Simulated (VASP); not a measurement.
# GaAs (I-4m2) in VASP: further runs

The runs below take GaAs through single point, with LDA, PBE, r2SCAN.

Everything below comes from runs of VASP 6.6.1. Logs are shortened: lines on timing, memory, paths and dates and some standing lists are left out, and cuts for length are marked.

## (1) The crystal as given

Symmetry: I-4m2, No. 119, tetragonal system. Conventional cell: a = 3.987 Å, b = 3.987 Å, c = 5.681 Å, α = 90.00°, β = 90.00°, γ = 90.00°. Ga (site symmetry -4m2) is surrounded by 4 As at 2.45 Å. Around As (site symmetry -4m2) lie 4 Ga at 2.45 Å.

The cell was built by a generator and isn't the measured one.

## (2) Single point, LDA, non-collinear spin, zero start, spin-orbit coupling

INCAR

```
SYSTEM = GaAs
ALGO     = Normal         ! electronic algorithm
EDIFF    = 1E-6           ! SCF threshold, eV
ENCUT    = 520            ! plane-wave cutoff, eV
GGA_COMPAT= .FALSE.      
ISIF     = 2              ! what is computed and relaxed
ISMEAR   = 0              ! smearing method
LASPH    = .TRUE.         ! aspherical terms in the spheres
LCHARG   = .FALSE.        ! write CHGCAR
LORBIT   = 11             ! projections on sites
LREAL    = .FALSE.        ! projectors in reciprocal space
LSORBIT  = .TRUE.         ! spin-orbit coupling
LWAVE    = .FALSE.        ! write WAVECAR
MAGMOM   = 0 0 0 0 0 0    ! initial moments
NBANDS   = 30             ! bands
NELM     = 100            ! most SCF steps
PREC     = Accurate       ! precision mode
SIGMA    = 0.02           ! smearing width, eV
```

KPOINTS

```
k-points
0
G
  8 8 8
  0 0 0
```

POSCAR

```
GaAs
1.0
    0.0000000000      2.8194337500      2.8406325000
    2.8194337500      0.0000000000      2.8406325000
    2.8194337500      2.8194337500      0.0000000000
Ga As
1 1
Direct
    0.0000000000      0.0000000000      0.0000000000
    0.2500000000      0.2500000000      0.2500000000
```

Potentials or basis: VASP PAW LDA potentials, release 64 (Ga_d, As).

Run with:

```bash
$ cat potpaw_LDA.64/Ga_d/POTCAR potpaw_LDA.64/As/POTCAR > POTCAR
$ mpirun -np 1 vasp_ncl > vasp.out
```

OUTCAR:

```text
SYSTEM = GaAs
   EDIFF = 1E-6
   ENCUT = 520
   ISIF = 2
   ISMEAR = 0
   LASPH = .TRUE.
   LORBIT = 11
   LREAL = .FALSE.
   LSORBIT = .TRUE.
   NELM = 100
   PREC = Accurate

 ion  position               nearest neighbor table
   1  0.000  0.000  0.000-   2 2.45   2 2.45   2 2.45   2 2.45
   2  0.250  0.250  0.250-   1 2.45   1 2.45   1 2.45   1 2.45

  LATTYP: Found a body centered tetragonal cell.
 ALAT       =     3.9872814475
 C/A-ratio  =     1.4248467471

  Lattice vectors:

 A1 = (  -2.8194337500,   0.0000000000,   2.8406325000)
 A2 = (   2.8194337500,   0.0000000000,   2.8406325000)
 A3 = (   0.0000000000,   2.8194337500,  -2.8406325000)

Analysis of symmetry for initial positions (statically):
=====================================================================
 Subroutine PRICEL returns:
 Original cell was already a primitive cell.

 Routine SETGRP: Setting up the symmetry group for a
 body centered tetragonal supercell.

 Subroutine GETGRP returns: Found  8 space group operations
 (whereof  8 operations were pure point group operations)
 out of a pool of 16 trial point group operations.

The static configuration has the point symmetry D_2d.

Analysis of symmetry for dynamics (positions and initial velocities):
=====================================================================
 Subroutine PRICEL returns:
 Original cell was already a primitive cell.

 Routine SETGRP: Setting up the symmetry group for a
 body centered tetragonal supercell.

 Subroutine GETGRP returns: Found  8 space group operations
 (whereof  8 operations were pure point group operations)
 out of a pool of 16 trial point group operations.

The dynamic configuration has the point symmetry D_2d.

Analysis of structural, dynamic, and magnetic symmetry:
=====================================================================
 Subroutine PRICEL returns:
 Original cell was already a primitive cell.

 Routine SETGRP: Setting up the symmetry group for a
 body centered tetragonal supercell.

 Subroutine GETGRP returns: Found  8 space group operations
 (whereof  8 operations were pure point group operations)
 out of a pool of 16 trial point group operations.

The overall configuration has the point symmetry D_2d.

 Subroutine INISYM returns: Found  8 space group operations
 (whereof  8 operations are pure point group operations),
 and found     1 'primitive' translations

----------------------------------------------------------------------------------------

                                     Primitive cell

  volume of cell :      45.1615

  direct lattice vectors                    reciprocal lattice vectors
     0.000000000  2.819433750  2.840632500    -0.177340574  0.177340574  0.176017137
     2.819433750  0.000000000  2.840632500     0.177340574 -0.177340574  0.176017137
     2.819433750  2.819433750  0.000000000     0.177340574  0.177340574 -0.176017137

  length of vectors
     4.002299298  4.002299298  3.987281447     0.306400703  0.306400703  0.306400703

  position of ions in fractional coordinates (direct lattice)
     0.000000000  0.000000000  0.000000000
     0.250000000  0.250000000  0.250000000

  ion indices of the primitive-cell ions
   primitive index   ion index
                 1           1
                 2           2

----------------------------------------------------------------------------------------

 KPOINTS: k-points

Automatic generation of k-mesh.
 Grid dimensions read from file:
 generate k-points for:    8    8    8

 Generating k-lattice:

  Cartesian coordinates                     Fractional coordinates (reciprocal lattice)
    -0.022167572  0.022167572  0.022002142     0.125000000  0.000000000  0.000000000
     0.022167572 -0.022167572  0.022002142     0.000000000  0.125000000  0.000000000
[... 80 lines left out ...]
  Fermi-wavevector in a.u.,A,eV,Ry     =   1.204785  2.276713 19.748935  1.451506
  Thomas-Fermi vector in A             =   2.340500
   LORBIT       =     11    0 simple, 1 ext, 2 COOP (PROOUT), +10 PAW based schemes
   GGA     = CA    functional components
   LHFCALC =     F    Hartree Fock is set to
   AEXX    =    0.0000 exact exchange contribution
   IVDW    =     0    specifies the selected vdW correction
   LEPSILON=     F    determine dielectric tensor
   LRPA    =     F    only Hartree local field effects (RPA)
 Gauss-broadening in eV      SIGMA  =   0.02
  energy-cutoff  :      520.00
  volume of cell :       45.16
 maximum number of plane-waves:      2486
 NGX is ok and might be reduce to    30
   NGX = 15   NGY = 15   NGZ = 15

 number of electron      18.0000000 magnetization       0.0000000      0.0000000      0.0000000

 number of electron      17.9999996 magnetization      -0.0000000      0.0000000     -0.0000000

 number of electron      17.9999996 magnetization      -0.0000000     -0.0000000     -0.0000000

 number of electron      17.9999996 magnetization       0.0000000     -0.0000000      0.0000000

 Free energy of the ion-electron system (eV)
  ---------------------------------------------------
  ext. energy  EPLUGINS =         0.00000000
  ---------------------------------------------------
  free energy    TOTEN  =        -9.65040092 eV

  energy without entropy =       -9.65040092  energy(sigma->0) =       -9.65040092

 E-fermi :   4.0177     XC(G=0):  -9.9135

 val. band max:        3.9332923057   @ k =   0.0000   0.0000   0.0000
 cond. band min:       4.1407243632   @ k =   0.0000   0.0000   0.0000
 fundamental gap:      0.2074320574
 Fermi energy:         4.0177498476

 k-point     1 :       0.0000    0.0000    0.0000
  band No.  band energies     occupation
      1     -11.3714      1.00000
      2     -11.3714      1.00000
      3     -11.3702      1.00000
      4     -11.3702      1.00000
      5     -10.9447      1.00000
      6     -10.9447      1.00000
[... 781 lines left out ...]
     29      15.7822      0.00000
     30      15.7834      0.00000

 [... further k-points ...]

------------------------ aborting loop because EDIFF is reached ----------------------------------------

  FORCE on cell =-STRESS in cart. coord.  units (eV):
  Direction    XX          YY          ZZ          XY          YZ          ZX
  --------------------------------------------------------------------------------------
  -------------------------------------------------------------------------------------
  Total       -0.4058348     -0.4058348     -0.5413496      0.0000000      0.0000000      0.0000000
  in kB      -14.3976324    -14.3976324    -19.2052318      0.0000000      0.0000000      0.0000000
  external PRESSURE =     -16.0001656 kB  Pullay stress =       0.0000000 kB

 VOLUME and BASIS-vectors are now :
 -----------------------------------------------------------------------------
  energy-cutoff  :      520.00
  volume of cell :       45.16
      direct lattice vectors                 reciprocal lattice vectors
     0.000000000  2.819433750  2.840632500    -0.177340574  0.177340574  0.176017137
     2.819433750  0.000000000  2.840632500     0.177340574 -0.177340574  0.176017137
     2.819433750  2.819433750  0.000000000     0.177340574  0.177340574 -0.176017137

 POSITION                                       TOTAL-FORCE (eV/Angst)
 -----------------------------------------------------------------------------------
      0.00000      0.00000      0.00000         0.000000      0.000000     -0.000000
      1.40972      1.40972      1.42032        -0.000000     -0.000000      0.000000
 -----------------------------------------------------------------------------------
    total drift:                               -0.000000     -0.000000     -0.000000

  FREE ENERGIE OF THE ION-ELECTRON SYSTEM (eV)
  ---------------------------------------------------
  free  energy   TOTEN  =        -9.6504009166 eV

  energy  without entropy=       -9.6504009166  energy(sigma->0) =       -9.65040092

 Spin-Orbit-Coupling matrix elements

 Ion:    1  E_soc:     -0.0124809
 l=   1
     0.0000000    -0.0012325    -0.0012337
    -0.0012325     0.0000000    -0.0012325
    -0.0012337    -0.0012325     0.0000000
 l=   2
     0.0000000    -0.0001685     0.0000000    -0.0001685    -0.0006789
    -0.0001685     0.0000000    -0.0005091    -0.0001684    -0.0001696
     0.0000000    -0.0005091     0.0000000    -0.0005091     0.0000000
    -0.0001685    -0.0001684    -0.0005091     0.0000000    -0.0001696
    -0.0006789    -0.0001696     0.0000000    -0.0001696     0.0000000
 l=   3
     0.0000000     0.0000000     0.0000000     0.0000000     0.0000000     0.0000000     0.0000000
     0.0000000     0.0000000     0.0000000     0.0000000     0.0000000     0.0000000     0.0000000
     0.0000000     0.0000000     0.0000000     0.0000000     0.0000000     0.0000000     0.0000000
     0.0000000     0.0000000     0.0000000     0.0000000     0.0000000     0.0000000     0.0000000
     0.0000000     0.0000000     0.0000000     0.0000000     0.0000000     0.0000000     0.0000000
     0.0000000     0.0000000     0.0000000     0.0000000     0.0000000     0.0000000     0.0000000
     0.0000000     0.0000000     0.0000000     0.0000000     0.0000000     0.0000000     0.0000000

 Ion:    2  E_soc:     -0.0254202
 l=   1
     0.0000000    -0.0042250    -0.0042371
    -0.0042250     0.0000000    -0.0042250
    -0.0042371    -0.0042250     0.0000000
 l=   2
     0.0000000    -0.0000037     0.0000000    -0.0000037    -0.0000040
    -0.0000037     0.0000000    -0.0000030    -0.0000037    -0.0000010
     0.0000000    -0.0000030     0.0000000    -0.0000030     0.0000000
    -0.0000037    -0.0000037    -0.0000030     0.0000000    -0.0000010
    -0.0000040    -0.0000010     0.0000000    -0.0000010     0.0000000
 l=   3
     0.0000000     0.0000000     0.0000000     0.0000000     0.0000000     0.0000000     0.0000000
     0.0000000     0.0000000     0.0000000     0.0000000     0.0000000     0.0000000     0.0000000
     0.0000000     0.0000000     0.0000000     0.0000000     0.0000000     0.0000000     0.0000000
     0.0000000     0.0000000     0.0000000     0.0000000     0.0000000     0.0000000     0.0000000
     0.0000000     0.0000000     0.0000000     0.0000000     0.0000000     0.0000000     0.0000000
     0.0000000     0.0000000     0.0000000     0.0000000     0.0000000     0.0000000     0.0000000
     0.0000000     0.0000000     0.0000000     0.0000000     0.0000000     0.0000000     0.0000000

 total charge

# of ion       s       p       d       tot
------------------------------------------
    1        0.894   0.807   9.993  11.693
    2        1.217   1.594   0.031   2.843
--------------------------------------------------
tot          2.111   2.401  10.024  14.536

 magnetization (x)

# of ion       s       p       d       tot
------------------------------------------
    1        0.000   0.000   0.000   0.000
    2        0.000   0.000   0.000   0.000
--------------------------------------------------
tot          0.000   0.000   0.000   0.000

 magnetization (y)

# of ion       s       p       d       tot
------------------------------------------
    1        0.000   0.000   0.000   0.000
    2       -0.000   0.000   0.000  -0.000
--------------------------------------------------
tot         -0.000   0.000   0.000  -0.000

 magnetization (z)

# of ion       s       p       d       tot
------------------------------------------
    1        0.000   0.000  -0.000  -0.000
    2        0.000   0.000   0.000   0.000
--------------------------------------------------
tot          0.000   0.000  -0.000   0.000
```

Wall time 4.6 min (1 thread of Intel Xeon Platinum 8488C (Sapphire Rapids), shared host); peak memory 0.33 GiB.

What came out:

```
Free energy                                           : -9.6504 eV
Pressure                                              : -1.6 GPa
Net moment                                            : 0.00 μB per cell
Valence electrons inside the program's atomic spheres : Ga 11.69; As 2.84
```

Moments on the atoms (μB; x, y, z):
```
Ga  0.00 0.00 0.00
As  0.00 0.00 0.00
```

(Part 1 of 2 ends here.)
